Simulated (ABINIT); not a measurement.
# TaN (Fm-3m) in ABINIT: reference runs

How does TaN come out in PBE? The cell is run as given and disturbed.

Everything below comes from runs of ABINIT 10.8.3 (patched build). Logs are shortened: lines on timing, memory, paths and dates and some standing lists are left out, and cuts for length are marked. The log counts tension as positive stress, the text compression.

### Step 1. The crystal as given

Symmetry: Fm-3m, No. 225, cubic system. Conventional cell: a = 4.423 Å, b = 4.423 Å, c = 4.423 Å, α = 90.00°, β = 90.00°, γ = 90.00°. Ta (site symmetry m-3m) is surrounded by 6 N at 2.21 Å. N (site symmetry m-3m) has 6 Ta at 2.21 Å as nearest neighbours.

The cell comes from a database or a generator and needn't be the stable form of this composition.

### Step 2. Single point, PBE

run.abi

```
# Pseudopotentials
pp_dirpath "./"
pseudos "Ta.GGA_PBE-JTH.xml, N.GGA_PBE-JTH.xml"

# Structure
structure "poscar:POSCAR"
natom 2

# Plane-wave basis
ecut 26.0
pawecutdg 48.0

# k points
kptopt 1
ngkpt 10 10 10
nshiftk 1
shiftk 0.0 0.0 0.0

# Exchange and correlation
ixc 11

# Bands and occupations
nband 13
occopt 3
tsmear 0.00183747

# SCF cycle
nstep 100
tolvrs 1.0e-9

# Output
iomode 3
prtwf 0
prtden 0
prteig 0
prtebands 0
enunit 2
```

POSCAR

```
TaN
1.0
    0.0000000000      2.2113230000      2.2113230000
    2.2113230000      0.0000000000      2.2113230000
    2.2113230000      2.2113230000      0.0000000000
Ta N
1 1
Direct
    0.5000000000      0.5000000000      0.5000000000  Ta
    0.0000000000      0.0000000000      0.0000000000  N
```

Potentials or basis: JTH PAW PBE v2.0.

The run is started by

```sh
abinit run.abi > log 2>&1
```

run.abo:

```text
.Version 10.8.3 of ABINIT
 Symmetries : space group Fm -3 m (#225); Bravais cF (face-center cubic)
================================================================================
 Values of the parameters that define the memory need of the present run
     intxc =       0    ionmov =       0      iscf =      17    lmnmax =      18
     lnmax =       6     mgfft =      30  mpssoang =       3    mqgrid =    3001
     natom =       2  nloc_mem =       2    nspden =       1   nspinor =       1
    nsppol =       1      nsym =      48    n1xccc =       1    ntypat =       2
    occopt =       3   xclevel =       2
       mpw =         938          nfft =       27000          nkpt =          47
 PAW method is used; the additional fine FFT grid is defined by:
   mgfftf=        40    nfftf =     64000
================================================================================
================================================================================

--------------------------------------------------------------------------------
------------- Echo of variables that govern the present computation ------------
--------------------------------------------------------------------------------
 -outvars: echo values of preprocessed input variables --------
            acell      1.0000000000E+00  1.0000000000E+00  1.0000000000E+00 Bohr
              amu      1.80947900E+02  1.40067400E+01
             ecut      2.60000000E+01 Hartree
           enunit           2
              ixc          11
         kptrlatt       10    0    0      0   10    0      0    0   10
          kptrlen      5.90970835E+01
            natom           2
            nband          13
            ngfft          30      30      30
          ngfftdg          40      40      40
             nkpt          47
            nstep         100
             nsym          48
           ntypat           2
           occopt           3
        pawecutdg      4.80000000E+01 Hartree
         pawxcdev           0
           prtden           0
        prtebands           0
           prteig           0
            prtwf           0
            rprim      0.0000000000E+00  4.1787948459E+00  4.1787948459E+00
                       4.1787948459E+00  0.0000000000E+00  4.1787948459E+00
                       4.1787948459E+00  4.1787948459E+00  0.0000000000E+00
          spgroup         225
           tolvrs      1.00000000E-09
           tsmear      1.83747000E-03 Hartree
            typat      1  2
           useylm           1
           xangst      2.2113230000E+00  2.2113230000E+00  2.2113230000E+00
                       0.0000000000E+00  0.0000000000E+00  0.0000000000E+00
            xcart      4.1787948459E+00  4.1787948459E+00  4.1787948459E+00
                       0.0000000000E+00  0.0000000000E+00  0.0000000000E+00
             xred      5.0000000000E-01  5.0000000000E-01  5.0000000000E-01
                       0.0000000000E+00  0.0000000000E+00  0.0000000000E+00
            znucl       73.00000    7.00000

================================================================================

 chkinp: Checking input parameters for consistency.

================================================================================
== DATASET  1 ==================================================================

--- !DatasetInfo
iteration_state: {dtset: 1, }
dimensions: {natom: 2, nkpt: 47, mband: 13, nsppol: 1, nspinor: 1, nspden: 1, mpw: 938, }
cutoff_energies: {ecut:  26.0, pawecutdg:  48.0, }
electrons: {nelect:   1.80000000E+01, charge:   0.00000000E+00, occopt:   3.00000000E+00, tsmear:   1.83747000E-03, }
meta: {optdriver: 0, ionmov: 0, optcell: 0, iscf: 17, paral_kgb: 0, }
...

 Exchange-correlation functional for the present dataset will be:
  GGA: Perdew-Burke-Ernzerhof functional - ixc=11
  J.P.Perdew, K.Burke, M.Ernzerhof, PRL 77, 3865 (1996)

 Real(R)+Recip(G) space primitive vectors, cartesian coordinates (Bohr,Bohr^-1):
 R(1)=  0.0000000  4.1787948  4.1787948  G(1)= -0.1196517  0.1196517  0.1196517
 R(2)=  4.1787948  0.0000000  4.1787948  G(2)=  0.1196517 -0.1196517  0.1196517
 R(3)=  4.1787948  4.1787948  0.0000000  G(3)=  0.1196517  0.1196517 -0.1196517
 Unit cell volume ucvol=  1.4594296E+02 bohr^3
 Angles (23,13,12)=  6.00000000E+01  6.00000000E+01  6.00000000E+01 degrees

 Coarse grid specifications (used for wave-functions):

 getcut: wavevector=  0.0000  0.0000  0.0000  ngfft=  30  30  30
         ecut(hartree)=     26.000   => boxcut(ratio)=   2.21404

 getcut : COMMENT -
  Note that boxcut > 2.2 ; recall that boxcut=Gcut(box)/Gcut(sphere) = 2
  is sufficient for exact treatment of convolution.
  Such a large boxcut is a waste : you could raise ecut
  e.g. ecut=   31.862819 Hartrees makes boxcut=2

[... 58 lines left out ...]
  sigma(2 2)=  5.30937159E-05  sigma(3 1)=  0.00000000E+00
  sigma(3 3)=  5.30937159E-05  sigma(2 1)=  0.00000000E+00

--- !ResultsGS
iteration_state: {dtset: 1, }
comment   : Summary of ground state results
lattice_vectors:
- [  0.0000000,   4.1787948,   4.1787948, ]
- [  4.1787948,   0.0000000,   4.1787948, ]
- [  4.1787948,   4.1787948,   0.0000000, ]
lattice_lengths: [   5.90971,    5.90971,    5.90971, ]
lattice_angles: [ 60.000,  60.000,  60.000, ] # degrees, (23, 13, 12)
lattice_volume:   1.4594296E+02
convergence: {deltae: -3.041E-12, res2:  1.607E-10, residm:  3.558E-05, diffor: null, }
etotal    :  -6.90634029E+01
entropy   :   0.00000000E+00
fermie    :   2.25852017E-01
cartesian_stress_tensor: # hartree/bohr^3
- [  5.30937159E-05,   0.00000000E+00,   0.00000000E+00, ]
- [  0.00000000E+00,   5.30937159E-05,   0.00000000E+00, ]
- [  0.00000000E+00,   0.00000000E+00,   5.30937159E-05, ]
pressure_GPa:  -1.5621E+00
xred      :
- [  5.0000E-01,   5.0000E-01,   5.0000E-01, Ta]
- [  0.0000E+00,   0.0000E+00,   0.0000E+00,  N]
cartesian_forces: # hartree/bohr
- [ -0.00000000E+00,  -0.00000000E+00,  -0.00000000E+00, ]
- [ -0.00000000E+00,  -0.00000000E+00,  -0.00000000E+00, ]
force_length_stats: {min:   0.00000000E+00, max:   0.00000000E+00, mean:   0.00000000E+00, }
...

 Integrated electronic density in atomic spheres:
 ------------------------------------------------
 Atom  Sphere_radius  Integrated_density
    1        2.41973         10.70341523
    2        1.20497          2.54416895

================================================================================

 ----iterations are completed or convergence reached----

 Mean square residual over all n,k,spin=   19.814E-08; max=  35.582E-06
 reduced coordinates (array xred) for    2 atoms
       0.500000000000      0.500000000000      0.500000000000
       0.000000000000      0.000000000000      0.000000000000
 rms dE/dt=  0.0000E+00; max dE/dt=  0.0000E+00; dE/dt below (all hartree)
    1       0.000000000000      0.000000000000      0.000000000000
    2       0.000000000000      0.000000000000      0.000000000000

 cartesian coordinates (angstrom) at end:
    1      2.21132300000000     2.21132300000000     2.21132300000000
    2      0.00000000000000     0.00000000000000     0.00000000000000

 cartesian forces (hartree/bohr) at end:
    1     -0.00000000000000    -0.00000000000000    -0.00000000000000
    2     -0.00000000000000    -0.00000000000000    -0.00000000000000
 frms,max,avg= 0.0000000E+00 0.0000000E+00   0.000E+00  0.000E+00  0.000E+00 h/b

 cartesian forces (eV/Angstrom) at end:
    1     -0.00000000000000    -0.00000000000000    -0.00000000000000
    2     -0.00000000000000    -0.00000000000000    -0.00000000000000
 frms,max,avg= 0.0000000E+00 0.0000000E+00   0.000E+00  0.000E+00  0.000E+00 e/A
 length scales=  1.000000000000  1.000000000000  1.000000000000 bohr
              =  0.529177210544  0.529177210544  0.529177210544 angstroms
 Fermi (or HOMO) energy (hartree) =   0.22585   Average Vxc (hartree)=  -0.48907
 Eigenvalues (hartree) for nkpt=  47  k points:
 kpt#   1, nband= 13, wtk=  0.00100, kpt=  0.0000  0.0000  0.0000 (reduced coord)
  -2.33308   -1.09144   -1.09144   -1.09144   -0.46250    0.08618    0.08618    0.08618
   0.14910    0.14910    0.14910    0.22713    0.22713
      occupation numbers for kpt#   1
   2.00000    2.00000    2.00000    2.00000    2.00000    2.00000    2.00000    2.00000
   2.00000    2.00000    2.00000    0.66660    0.66660
 prteigrs : prtvol=0 or 1, do not print more k-points.

 Fermi (or HOMO) energy (eV) =   6.14575   Average Vxc (eV)= -13.30820
 Eigenvalues (   eV  ) for nkpt=  47  k points:
 kpt#   1, nband= 13, wtk=  0.00100, kpt=  0.0000  0.0000  0.0000 (reduced coord)
 -63.48641  -29.69952  -29.69952  -29.69952  -12.58516    2.34519    2.34519    2.34519
   4.05728    4.05728    4.05728    6.18041    6.18041
 prteigrs : prtvol=0 or 1, do not print more k-points.

--- !EnergyTerms
iteration_state     : {dtset: 1, }
comment             : Components of total free energy in Hartree
kinetic             :  1.20291779825415E+01
hartree             :  8.12524983875635E+00
xc                  : -1.09183876033509E+01
Ewald energy        : -6.16881514544083E+01
psp_core            :  9.86716770776381E+00
local_psp           : -1.14077452705798E+01
PAW spherical_terms : -1.50705054265652E+01
internal            : -6.90631942258426E+01
'-kT*entropy'       : -2.16312879916336E-04
total_energy        : -6.90634105387225E+01
total_energy_eV     : -1.87931113963393E+03
...

--- !EnergyTermsDC
iteration_state     : {dtset: 1, }
comment             : '"Double-counting" decomposition of free energy'
band_energy         : -1.19322322027205E+01
Ewald energy        : -6.16881514544083E+01
psp_core            :  9.86716770776381E+00
xc_dc               : -1.17672798164938E+01
PAW spherical_terms :  6.45730915287391E+00
internal            : -6.90631866129850E+01
'-kT*entropy'       : -2.16312879916336E-04
total_energy_dc     : -6.90634029258649E+01
total_energy_dc_eV  : -1.87931093247752E+03
...

--- !EnergyTermsWithPAWCore
iteration_state     : {dtset: 1, }
comment             : 'Components of total free energy, including PAW core contributions'
Total energy        : -1.56597399268449E+04
Total energy DC     : -1.56597399192320E+04
Total energy (eV)   : -4.26123231660986E+05
Total energy DC (eV): -4.26123231453829E+05
...

 Cartesian components of stress tensor (hartree/bohr^3)
  sigma(1 1)=  5.30937159E-05  sigma(3 2)=  0.00000000E+00
  sigma(2 2)=  5.30937159E-05  sigma(3 1)=  0.00000000E+00
  sigma(3 3)=  5.30937159E-05  sigma(2 1)=  0.00000000E+00

-Cartesian components of stress tensor (GPa)         [Pressure= -1.5621E+00 GPa]
- sigma(1 1)=  1.56207105E+00  sigma(3 2)=  0.00000000E+00
- sigma(2 2)=  1.56207105E+00  sigma(3 1)=  0.00000000E+00
- sigma(3 3)=  1.56207105E+00  sigma(2 1)=  0.00000000E+00

== END DATASET(S) ==============================================================
================================================================================

 -outvars: echo values of variables after computation  --------
            acell      1.0000000000E+00  1.0000000000E+00  1.0000000000E+00 Bohr
           etotal     -6.9063402926E+01
            fcart     -0.0000000000E+00 -0.0000000000E+00 -0.0000000000E+00
                      -0.0000000000E+00 -0.0000000000E+00 -0.0000000000E+00
            rprim      0.0000000000E+00  4.1787948459E+00  4.1787948459E+00
                       4.1787948459E+00  0.0000000000E+00  4.1787948459E+00
                       4.1787948459E+00  4.1787948459E+00  0.0000000000E+00
           strten      5.3093715870E-05  5.3093715870E-05  5.3093715870E-05
                       0.0000000000E+00  0.0000000000E+00  0.0000000000E+00
           xangst      2.2113230000E+00  2.2113230000E+00  2.2113230000E+00
                       0.0000000000E+00  0.0000000000E+00  0.0000000000E+00
             xred      5.0000000000E-01  5.0000000000E-01  5.0000000000E-01
                       0.0000000000E+00  0.0000000000E+00  0.0000000000E+00
 Calculation completed.
```

Wall time 27 s (1 thread of Arm Neoverse V2, shared host); peak memory 0.12 GiB.

What came out:

| Item | Value |
| --- | --- |
| Free energy | -1879.3109 eV |
| Pressure | -1.6 GPa |
| Band gap on the k mesh | none (metal or under the smearing width) |
| Valence electrons inside the program's atomic spheres | Ta 10.70; N 2.54 |

Caveat: the highest band is partly filled, so the run has too few bands. The run has no spin-orbit coupling, so splittings on Ta are missing.

### Step 3. Single point, PBE (atoms moved at random, drawn with an rms of 0.05 Å)

run.abi, as its differences from that of step 2:

```diff
@@ -5,4 +5,17 @@
 # Structure
-structure "poscar:POSCAR"
+acell 3.1272829774 3.1272829774 3.1272829774 Angstrom
+rprim
+     0.0000000000     0.7071067812     0.7071067812
+     0.7071067812     0.0000000000     0.7071067812
+     0.7071067812     0.7071067812     0.0000000000
+ntypat 2
+znucl 73 7
 natom 2
+typat 1 2
+xred
+     0.5135260000     0.4842130000     0.5289790000
+    -0.0129020000    -0.0147020000     0.0156950000
+chkprim 0
+chksymtnons 0
+tolsym 1.0e-6
 
@@ -24,3 +37,3 @@
 occopt 3
-tsmear 0.00183747
+tsmear 0.05 eV
 
@@ -33,5 +46,7 @@
 prtwf 0
-prtden 0
 prteig 0
 prtebands 0
-enunit 2
+prtden 1
+prtvha 1
+prtvclmb 1
+prtpot 1
```

Potentials or basis: JTH PAW PBE v2.0.

The run is started by

```sh
abinit run.abi > log 2>&1
```

Wall time 4.4 min (1 thread of Arm Neoverse V2, shared host); peak memory 0.33 GiB.

The run converged. Its results:

```
Free energy                                           : -1879.2687 eV
Pressure                                              : 0.3 GPa
Largest force                                         : 0.837 eV/Å
Band gap on the k mesh                                : none (metal or under the smearing width)
Valence electrons inside the program's atomic spheres : Ta 10.71; N 2.60
```

Forces in eV/Å, atoms in the order of the input:
```
Ta  -0.208 -0.682 -0.438
N    0.208  0.682  0.438
```

Stress tensor (GPa, compression positive):
```
-0.95 -0.18 -0.08
-0.18  1.73 -0.32
-0.08 -0.32  0.01
```

Levels at points of the mesh, in eV from the Fermi level:
| k point | band 7 | band 8 | band 9 | band 10 | band 11 | band 12 |
| --- | --- | --- | --- | --- | --- | --- |
| (0.00, 0.00, 0.00) | -4.06 | -4.01 | -2.05 | -1.83 | -1.69 | 0.15 |
| (0.50, 0.00, 0.00) | -7.47 | -7.43 | 1.78 | 1.81 | 1.97 | 3.68 |
| (0.00, 0.50, 0.00) | -7.44 | -7.39 | 1.76 | 1.82 | 1.93 | 3.59 |
| (0.50, 0.50, 0.00) | -5.78 | -4.66 | -4.16 | 2.13 | 3.44 | 3.45 |
| (0.00, 0.00, 0.50) | -7.45 | -7.40 | 1.77 | 1.80 | 1.95 | 3.61 |
| (0.50, 0.00, 0.50) | -5.59 | -4.64 | -4.37 | 2.10 | 3.44 | 3.44 |
| (0.00, 0.50, 0.50) | -5.86 | -4.67 | -4.07 | 2.15 | 3.45 | 3.45 |
| (0.50, 0.50, 0.50) | -7.49 | -7.48 | 1.82 | 1.86 | 1.94 | 3.80 |

The run has no spin-orbit coupling, so splittings on Ta are missing.
